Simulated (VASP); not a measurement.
## A VASP 6.6.1 single-point calculation on PbS

INCAR

```
LCHARG = .FALSE.
SIGMA = 0.02
LREAL = .FALSE.
ISIF = 2
LWAVE = .FALSE.
ENCUT = 520
NBANDS = 17
ISMEAR = -1
GGA = PE
IBRION = -1
PREC = Accurate
NELM = 120
NSW = 0
EDIFF = 1E-7
LASPH = .FALSE.
```

KPOINTS

```
KPOINTS created by Atomic Simulation Environment
0
Gamma
8 8 8
0 0 0
```

POSCAR

```
Pb S
 1.0000000000000000
     0.0000000000000000    3.0171050030000002    2.9795134130999998
     3.0171050030000002    0.0000000000000000    2.9795134130999998
     3.0171050030000002    3.0171050030000002    0.0000000000000000
 Pb  S
   1   1
Cartesian
  0.0000000000000000  0.0000000000000000  0.0000000000000000
  3.0171050030000002  3.0171050030000002  2.9795134130999994
```

The recommended PBE PAW datasets give the neutral cell 20 valence electrons.

Command

```
mpirun -np 1 vasp_std
```

Task: How does this run end, and what does it give?

Result: It converged. Results: gap between bands v and c on the k mesh 0.50 eV; least direct gap on the k mesh 0.50 eV; pressure -0.1 GPa. Band v is the last that the valence electrons fill when counted band by band, and c is the next.

OSZICAR

```
N       E                     dE             d eps       ncg     rms          rms(c)
DAV:   1     0.155610446064E+03    0.15561E+03   -0.95733E+03  2006   0.122E+03
DAV:   2     0.290631350647E+01   -0.15270E+03   -0.14738E+03  2176   0.314E+02
DAV:   3    -0.897344170426E+01   -0.11880E+02   -0.11783E+02  2574   0.914E+01
DAV:   4    -0.927507753539E+01   -0.30164E+00   -0.30115E+00  2520   0.158E+01
DAV:   5    -0.928614404488E+01   -0.11067E-01   -0.11065E-01  2972   0.304E+00    0.437E+00
DAV:   6    -0.876269414113E+01    0.52345E+00   -0.15275E+00  3119   0.802E+00    0.306E+00
DAV:   7    -0.876451693422E+01   -0.18228E-02   -0.14881E-01  2405   0.189E+00    0.181E+00
DAV:   8    -0.876841448759E+01   -0.38976E-02   -0.18411E-02  2424   0.141E+00    0.347E-01
DAV:   9    -0.876771392247E+01    0.70057E-03   -0.42041E-03  3194   0.536E-01    0.932E-02
DAV:  10    -0.876794127765E+01   -0.22736E-03   -0.43146E-04  2340   0.117E-01    0.714E-02
DAV:  11    -0.876794585881E+01   -0.45812E-05   -0.63597E-05  2833   0.857E-02    0.155E-02
DAV:  12    -0.876794690755E+01   -0.10487E-05   -0.43265E-06  2607   0.209E-02    0.396E-03
DAV:  13    -0.876794689144E+01    0.16104E-07   -0.21688E-07  2689   0.476E-03
   1 F= -.87679469E+01 E0= -.87679469E+01  d E =-.347727E-07
```

For comparison, a separate PBE run of the intended cell, on usual settings and not on those above, gives a gap of 0.50 eV on its mesh and a pressure of -0.1 GPa.
